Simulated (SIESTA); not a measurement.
HfC:

```
CELL_PARAMETERS angstrom
3.34287 0.00000 0.00000
-1.67143 2.89501 0.00000
0.00000 0.00000 5.20271
ATOMIC_POSITIONS crystal
Hf 0.33333 0.66667 0.25000
Hf 0.66667 0.33333 0.75000
C 0.00000 0.00000 0.50000
C 0.00000 0.00000 0.00000
```

The cell comes from a database or a generator and needn't be the stable form of this composition.

```yaml
Program: SIESTA 5.4.2
Task: single point
Functional: PBEsol
Potentials_or_basis: PseudoDojo 0.4 standard (PBEsol files)
Basis: DZP (energy shift 0.003 Ry; two zetas on semicore shells)
Grid_cutoff: 800 Ry
Energy_shift: 0.003 Ry
k_mesh: 9 × 9 × 5
Occupations: fermi-dirac, width 0.05 eV
Spin: no spin polarisation
```

On this cell: pressure -5.0 GPa; largest force under 0.003 eV/Å; band gap on the k mesh none (metal or under the smearing width).

The same run follows on a disturbed copy (atoms moved at random, drawn with an rms of 0.05 Å):

```
CELL_PARAMETERS angstrom
3.34287 0.00000 0.00000
-1.67143 2.89501 0.00000
0.00000 0.00000 5.20271
ATOMIC_POSITIONS crystal
Hf 0.33878 0.66655 0.25622
Hf 0.67665 0.34244 0.74911
C 0.00969 0.00677 0.49964
C 0.00129 0.99478 0.00306
```

What changes?

The energy (extrapolated to zero smearing) moves by +5.0 meV/atom; pressure -4.8 GPa; largest force 0.677 eV/Å; band gap on the k mesh none (metal or under the smearing width).

Forces on the atoms (eV/Å):
```
Hf  -0.022  0.042 -0.647
Hf  -0.014 -0.368  0.569
C   -0.020 -0.007  0.174
C    0.055  0.334 -0.095
```

Stress tensor (GPa, compression positive):
```
-5.39  0.00 -0.01
 0.00 -5.46 -0.09
-0.01 -0.09 -3.65
```

Caveats: short orbitals over semicore shells can move pressures by several GPa; the basis of atomic orbitals isn't converged, which shifts pressures, moduli and gaps.
